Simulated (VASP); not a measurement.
Input of a VASP 6.6.1 run:

File INCAR:

```
SYSTEM = K
ALGO = Fast
EDIFF = 1E-6
ENCUT = 520
GGA = PE
ISIF = 2
ISMEAR = 0
IVDW = 12
LASPH = .TRUE.
LCHARG = .TRUE.
LELF = .TRUE.
LREAL = .FALSE.
LVHAR = .TRUE.
LWAVE = .FALSE.
NBANDS = 10
NELM = 100
PREC = Accurate
SIGMA = 0.15
```

KPOINTS

```
k-points
0
G
  12 12 12
  0 0 0
```

POSCAR

```
K
1.0
    0.0000000000      3.3240353616      3.3918728180
    3.3918728180      0.0000000000      3.3918728180
    3.3918728180      3.3240353616      0.0000000000
K
1
Direct
    0.0000000000      0.0000000000      0.0000000000
```

Potentials or basis: VASP PAW PBE potentials, release 64 (K_sv).

Launch:

```bash
$ cat potpaw_PBE.64/K_sv/POTCAR > POTCAR
$ mpirun -np 1 vasp_std > vasp.out
```

(1) Estimate the pressure.

(2) Estimate the dispersion energy per atom.

(3) What does it give for the band gap on the k mesh?

## Answers

(1) -0.3 GPa.

(2) -0.109 eV.

(3) none (metal or under the smearing width).

Caveat: pairwise dispersion overbinds metals, which lowers pressure and volume.
